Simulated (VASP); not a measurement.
# KCl (Sylvite) (Fm-3m) in VASP: notebook

Runs on KCl (Sylvite). Level: LDA. Tasks: single point.

All numbers are computed with VASP 6.6.1; they aren't measurements. Logs are shortened: lines on timing, memory, paths and dates and some standing lists are left out, and cuts for length are marked.

**What was measured.**

From a printed reference work, monograph, for a bulk crystal of KCl: band gap 8.68 eV.

How close the calculation comes is told below.

### 1 The cell of the first run

It takes space group Fm-3m (No. 225, cubic). Conventional cell: a = 6.164 Å, b = 6.164 Å, c = 6.164 Å, α = 90.00°, β = 90.00°, γ = 90.00°. Within 4.1 Å of K (site symmetry m-3m) lie 6 Cl at 3.08 Å. Within 4.1 Å of Cl (site symmetry m-3m) lie 6 K at 3.08 Å.

### 2 Single point, LDA

File INCAR:

```
PREC     = Accurate       # precision mode
ENCUT    = 520            # plane-wave cutoff, eV
EDIFF    = 1E-6           # SCF threshold, eV
ISMEAR   = -1             # smearing method
SIGMA    = 0.05           # smearing width, eV
LREAL    = F              # projectors in reciprocal space
LASPH    = T              # aspherical terms in the spheres
NELM     = 60             # most SCF steps
ALGO     = Normal         # electronic algorithm
ISIF     = 2              # what is computed and relaxed
LWAVE    = F              # write WAVECAR
LCHARG   = F              # write CHGCAR
NBANDS   = 15             # bands
```

File KPOINTS:

```
regular mesh
0
Gamma
  6 6 6
```

File POSCAR:

```
KCl
1.0
    0.0000000000      3.0822383035      3.0822383035
    3.0822383035      0.0000000000      3.0822383035
    3.0822383035      3.0822383035      0.0000000000
K Cl
1 1
Direct
    0.0000000000      0.0000000000      0.0000000000
    0.5000000000      0.5000000000      0.5000000000
```

Potentials or basis: VASP PAW LDA potentials, release 64 (K_sv, Cl).

On the command line:

```bash
$ cat potpaw_LDA.64/K_sv/POTCAR potpaw_LDA.64/Cl/POTCAR > POTCAR
$ mpirun -np 1 vasp_std > vasp.out
```

OUTCAR:

```text
PREC = Accurate
   ENCUT = 520
   EDIFF = 1E-6
   ISMEAR = -1
   LREAL = F
   LASPH = T
   NELM = 60
   ISIF = 2

 ion  position               nearest neighbor table
   1  0.000  0.000  0.000-   2 3.08   2 3.08   2 3.08   2 3.08   2 3.08   2 3.08
   2  0.500  0.500  0.500-   1 3.08   1 3.08   1 3.08   1 3.08   1 3.08   1 3.08

  LATTYP: Found a face centered cubic cell.
 ALAT       =     6.1644766070

  Lattice vectors:

 A1 = (   0.0000000000,   3.0822383035,   3.0822383035)
 A2 = (   3.0822383035,   0.0000000000,   3.0822383035)
 A3 = (   3.0822383035,   3.0822383035,   0.0000000000)

Analysis of symmetry for initial positions (statically):
=====================================================================
 Subroutine PRICEL returns:
 Original cell was already a primitive cell.

 Routine SETGRP: Setting up the symmetry group for a
 face centered cubic supercell.

 Subroutine GETGRP returns: Found 48 space group operations
 (whereof 48 operations were pure point group operations)
 out of a pool of 48 trial point group operations.

The static configuration has the point symmetry O_h .

Analysis of symmetry for dynamics (positions and initial velocities):
=====================================================================
 Subroutine PRICEL returns:
 Original cell was already a primitive cell.

 Routine SETGRP: Setting up the symmetry group for a
 face centered cubic supercell.

 Subroutine GETGRP returns: Found 48 space group operations
 (whereof 48 operations were pure point group operations)
 out of a pool of 48 trial point group operations.

The dynamic configuration has the point symmetry O_h .

 Subroutine INISYM returns: Found 48 space group operations
 (whereof 48 operations are pure point group operations),
 and found     1 'primitive' translations

----------------------------------------------------------------------------------------

                                     Primitive cell

  volume of cell :      58.5637

  direct lattice vectors                    reciprocal lattice vectors
     0.000000000  3.082238304  3.082238304    -0.162219774  0.162219774  0.162219774
     3.082238304  0.000000000  3.082238304     0.162219774 -0.162219774  0.162219774
     3.082238304  3.082238304  0.000000000     0.162219774  0.162219774 -0.162219774

  length of vectors
     4.358943211  4.358943211  4.358943211     0.280972890  0.280972890  0.280972890

  position of ions in fractional coordinates (direct lattice)
[... 8 lines left out ...]
----------------------------------------------------------------------------------------

 KPOINTS: regular mesh

Automatic generation of k-mesh.
 Grid dimensions read from file:
 generate k-points for:    6    6    6

 Generating k-lattice:

  Cartesian coordinates                     Fractional coordinates (reciprocal lattice)
    -0.027036629  0.027036629  0.027036629     0.166666667  0.000000000  0.000000000
     0.027036629 -0.027036629  0.027036629     0.000000000  0.166666667  0.000000000
     0.027036629  0.027036629 -0.027036629     0.000000000  0.000000000  0.166666667

  Length of vectors
     0.046828815  0.046828815  0.046828815

  Shift w.r.t. Gamma in fractional coordinates (k-lattice)
     0.000000000  0.000000000  0.000000000

 Subroutine IBZKPT returns following result:
 ===========================================

 Found     16 irreducible k-points:

 Following reciprocal coordinates:
            Coordinates               Weight
  0.000000  0.000000  0.000000      1.000000
  0.166667  0.000000  0.000000      8.000000
  0.333333  0.000000  0.000000      8.000000
  0.500000  0.000000  0.000000      4.000000
  0.166667  0.166667  0.000000      6.000000
  0.333333  0.166667  0.000000     24.000000
[... 8 lines left out ...]
 -0.333333  0.333333  0.166667     24.000000
 -0.333333  0.500000  0.166667     12.000000
   k-points           NKPTS =     16   k-points in BZ     NKDIM =     16   number of bands    NBANDS=     15
   number of dos      NEDOS =    301   number of ions     NIONS =      2
   total plane-waves  NPLWV =  32768
   dimension x,y,z NGX =    32 NGY =   32 NGZ =   32
   dimension x,y,z NGXF=    64 NGYF=   64 NGZF=   64
   ions per type =               1   1
   NGX,Y,Z   is equivalent  to a cutoff of  12.20, 12.20, 12.20 a.u.
   NGXF,Y,Z  is equivalent  to a cutoff of  24.41, 24.41, 24.41 a.u.
 SYSTEM =  unknown system
   PREC   = accura    normal or accurate (medium, high low for compatibility)
   ISTART =      0    job   : 0-new  1-cont  2-samecut
   ICHARG =      2    charge: 1-file 2-atom 10-const
   ISPIN  =      1    spin polarized calculation?
   LNONCOLLINEAR =      F non collinear calculations
   LSORBIT =      F    spin-orbit coupling
   LASPH  =      T    aspherical Exc in radial PAW
   ENCUT  =  520.0 eV  38.22 Ry    6.18 a.u.   8.10  8.10  8.10*2*pi/ulx,y,z
   NELM   =     60;   NELMIN=  2; NELMDL= -5     # of ELM steps
   EDIFF  = 0.1E-05   stopping-criterion for ELM
   LREAL  =      F    real-space projection
   EDIFFG = 0.1E-04   stopping-criterion for IOM
   NSW    =      0    number of steps for IOM
   IBRION =     -1    ionic relax: 0-MD 1-quasi-New 2-CG
   NFREE  =      0    steps in history (QN), initial steepest desc. (CG)
   ISIF   =      2    stress and relaxation
   ISYM   =      2    0-nonsym 1-usesym 2-fastsym
   POTIM  = 0.5000    time-step for ionic-motion
   TEBEG  =    0.0;   TEEND  =   0.0 temperature during run
   PSTRESS=    0.0 pullay stress
   NELECT =      16.0000    total number of electrons
   NUPDOWN=      -1.0000    fix difference up-down
   EMIN   =  10.00;   EMAX   =-10.00  energy-range for DOS
   EFERMI =   0.00;   METHOD = LEGACY
   ISMEAR =    -1;   SIGMA  =   0.05  broadening in eV -4-tet -1-fermi 0-gaus
   EFERMI_NEDOS =   21; number of points for ismear=-14 and -15
   IALGO  =     38    algorithm
   IMIX   =      4    mixing-type and parameters
     AMIX     =   0.40;   BMIX     =  1.00
     AMIX_MAG =   1.60;   BMIX_MAG =  1.00
  volume/ion in A,a.u.               =      29.28       197.60
  Fermi-wavevector in a.u.,A,eV,Ry     =   1.062279  2.007416 15.353314  1.128437
  Thomas-Fermi vector in A             =   2.197724
   LORBIT       =      0    0 simple, 1 ext, 2 COOP (PROOUT), +10 PAW based schemes
   GGA     = CA    functional components
   LHFCALC =     F    Hartree Fock is set to
   AEXX    =    0.0000 exact exchange contribution
   IVDW    =     0    specifies the selected vdW correction
   LEPSILON=     F    determine dielectric tensor
   LRPA    =     F    only Hartree local field effects (RPA)
 non-spin polarized calculation
  energy-cutoff  :      520.00
  volume of cell :       58.56
 maximum number of plane-waves:      1591
   NGX = 17   NGY = 17   NGZ = 17

 number of electron      16.0000000 magnetization

 Free energy of the ion-electron system (eV)
  ---------------------------------------------------
  ext. energy  EPLUGINS =         0.00000000
  ---------------------------------------------------
  free energy    TOTEN  =        -7.40213622 eV

  energy without entropy =       -7.40213622  energy(sigma->0) =       -7.40213622

 E-fermi :  -0.6664     XC(G=0):  -8.3694

 val. band max:       -1.8217054243   @ k =   0.0000   0.0000   0.0000
 cond. band min:       3.1362561029   @ k =   0.0000   0.0000   0.0000
 fundamental gap:      4.9579615272
 Fermi energy:        -0.6664271008

 k-point     1 :       0.0000    0.0000    0.0000
  band No.  band energies     occupation
      1     -28.5141      2.00000
      2     -13.9235      2.00000
      3     -12.2136      2.00000
      4     -12.2136      2.00000
      5     -12.2136      2.00000
      6      -1.8217      2.00000
      7      -1.8217      2.00000
      8      -1.8217      2.00000
      9       3.1363      0.00000
     10       6.2840      0.00000
     11       6.2840      0.00000
     12       6.2840      0.00000
     13       7.2567      0.00000
     14       7.2567      0.00000
     15      10.8549      0.00000

 k-point     2 :       0.1667    0.0000    0.0000
  band No.  band energies     occupation
      1     -28.5100      2.00000
      2     -13.9855      2.00000
      3     -12.2166      2.00000
      4     -12.2166      2.00000
      5     -12.1354      2.00000
      6      -2.2022      2.00000
      7      -1.9287      2.00000
      8      -1.9287      2.00000
      9       3.8294      0.00000
     10       6.0993      0.00000
     11       6.6559      0.00000
     12       6.6559      0.00000
     13       7.6745      0.00000
     14       7.6745      0.00000
     15      11.9167      0.00000

 k-point     3 :       0.3333    0.0000    0.0000
  band No.  band energies     occupation
      1     -28.5018      2.00000
      2     -14.0965      2.00000
      3     -12.2227      2.00000
      4     -12.2227      2.00000
      5     -11.9909      2.00000
      6      -2.8118      2.00000
      7      -2.1289      2.00000
      8      -2.1289      2.00000
      9       5.0672      0.00000
     10       6.2445      0.00000
     11       7.6688      0.00000
     12       7.6688      0.00000
     13       8.7194      0.00000
     14       8.7194      0.00000
     15      11.1588      0.00000
[... 199 lines left out ...]
 k-point    15 :      -0.3333    0.3333    0.1667
  band No.  band energies     occupation
      1     -28.4940      2.00000
      2     -13.9819      2.00000
      3     -12.3211      2.00000
      4     -12.2960      2.00000
      5     -12.0766      2.00000
      6      -2.6578      2.00000
      7      -2.3273      2.00000
      8      -2.2418      2.00000
      9       5.8829      0.00000
     10       6.1391      0.00000
     11       7.8926      0.00000
     12       8.1718      0.00000
     13       9.3797      0.00000
     14      10.0833      0.00000
     15      10.1299      0.00000

 k-point    16 :      -0.3333    0.5000    0.1667
  band No.  band energies     occupation
      1     -28.4929      2.00000
      2     -13.8899      2.00000
      3     -12.3827      2.00000
      4     -12.3216      2.00000
      5     -12.1496      2.00000
      6      -2.4680      2.00000
      7      -2.3242      2.00000
      8      -2.2283      2.00000
      9       5.0852      0.00000
     10       6.9306      0.00000
     11       7.2072      0.00000
     12       8.3490      0.00000
     13       9.1370      0.00000
     14       9.9538      0.00000
     15      10.5590      0.00000

------------------------ aborting loop because EDIFF is reached ----------------------------------------

  FORCE on cell =-STRESS in cart. coord.  units (eV):
  Direction    XX          YY          ZZ          XY          YZ          ZX
  --------------------------------------------------------------------------------------
  -------------------------------------------------------------------------------------
  Total       -0.3167447     -0.3167447     -0.3167447     -0.0000000     -0.0000000     -0.0000000
  in kB       -8.6654538     -8.6654538     -8.6654538     -0.0000000     -0.0000000     -0.0000000
  external PRESSURE =      -8.6654538 kB  Pullay stress =       0.0000000 kB

 VOLUME and BASIS-vectors are now :
 -----------------------------------------------------------------------------
  energy-cutoff  :      520.00
  volume of cell :       58.56
      direct lattice vectors                 reciprocal lattice vectors
     0.000000000  3.082238304  3.082238304    -0.162219774  0.162219774  0.162219774
     3.082238304  0.000000000  3.082238304     0.162219774 -0.162219774  0.162219774
     3.082238304  3.082238304  0.000000000     0.162219774  0.162219774 -0.162219774

 POSITION                                       TOTAL-FORCE (eV/Angst)
 -----------------------------------------------------------------------------------
      0.00000      0.00000      0.00000        -0.000000     -0.000000     -0.000000
      3.08224      3.08224      3.08224         0.000000      0.000000      0.000000
 -----------------------------------------------------------------------------------
    total drift:                                0.000000     -0.000000     -0.000000

  FREE ENERGIE OF THE ION-ELECTRON SYSTEM (eV)
  ---------------------------------------------------
  free  energy   TOTEN  =        -7.4021362241 eV

  energy  without entropy=       -7.4021362241  energy(sigma->0) =       -7.40213622
```

Wall time 3.7 s (1 thread of Intel Xeon 6975P-C (Granite Rapids), shared host); peak memory 0.15 GiB.

Results:

| Property | Result |
| --- | --- |
| Free energy | -7.4021 eV |
| Pressure | -0.9 GPa |
| Band gap on the k mesh | 4.96 eV, direct |

### 3 Single point, LDA

This run uses another cell than the first one, of 29.90 Å³/atom, 1.021 times its volume.

File INCAR:

```
SYSTEM = KCl
PREC     = Accurate       ! precision mode
ENCUT    = 520            ! plane-wave cutoff, eV
EDIFF    = 1E-7           ! SCF threshold, eV
ISMEAR   = -1             ! smearing method
SIGMA    = 0.05           ! smearing width, eV
LREAL    = .FALSE.        ! projectors in reciprocal space
LASPH    = .TRUE.         ! aspherical terms in the spheres
NELM     = 60             ! most SCF steps
ALGO     = Normal         ! electronic algorithm
ISIF     = 2              ! what is computed and relaxed
LWAVE    = .FALSE.        ! write WAVECAR
LCHARG   = .FALSE.        ! write CHGCAR
GGA      = CA             ! functional
NBANDS   = 15             ! bands
```

File KPOINTS:

```
Automatic mesh
0
G
  6 6 6
  0 0 0
```

File POSCAR:

```
KCl
1.0
    0.0000000000      3.1039449222      3.1039449222
    3.1039449222      0.0000000000      3.1039449222
    3.1039449222      3.1039449222      0.0000000000
K Cl
1 1
Direct
    0.0000000000      0.0000000000      0.0000000000
    0.5000000000      0.5000000000      0.5000000000
```

Potentials or basis: VASP PAW LDA potentials, release 64 (K_sv, Cl).

On the command line:

```bash
$ cat potpaw_LDA.64/K_sv/POTCAR potpaw_LDA.64/Cl/POTCAR > POTCAR
$ mpirun -np 1 vasp_std > vasp.out
```

Wall time 6.1 s (1 thread of Intel Xeon 6975P-C (Granite Rapids), shared host); peak memory 0.17 GiB.

It converged, with:

- Free energy: -7.3941 eV
- Pressure: -1.3 GPa
- Band gap on the k mesh: 4.88 eV, direct

Levels at points of the mesh, in eV from the valence-band top:
```tsv
k point	band 4	band 5	band 6	band 7	band 8	band 9	band 10	band 11	band 12	band 13
(0.00, 0.00, 0.00)	-10.44	-10.44	0.00	0.00	0.00	4.88	8.10	8.10	8.10	9.06
(0.50, 0.00, 0.00)	-10.45	-10.16	-1.21	-0.38	-0.38	7.30	8.41	10.41	10.41	11.26
(0.50, 0.50, 0.00)	-10.51	-10.51	-0.72	-0.24	-0.24	6.13	8.16	9.89	10.12	10.57
```

### 4 Against experiment

Step 2. Measured gap of KCl: 8.68 eV (a printed reference work, monograph). This calculation gives 4.96 eV (-3.72 eV). The value is that of LDA, without temperature or zero-point motion. Semilocal functionals fall short of measured gaps as a rule.

Step 3. Against the measured gap of KCl, 8.68 eV (a printed reference work, monograph), the calculated 4.88 eV is off by -3.80 eV. The value is that of LDA, without temperature or zero-point motion. Semilocal functionals fall short of measured gaps as a rule.
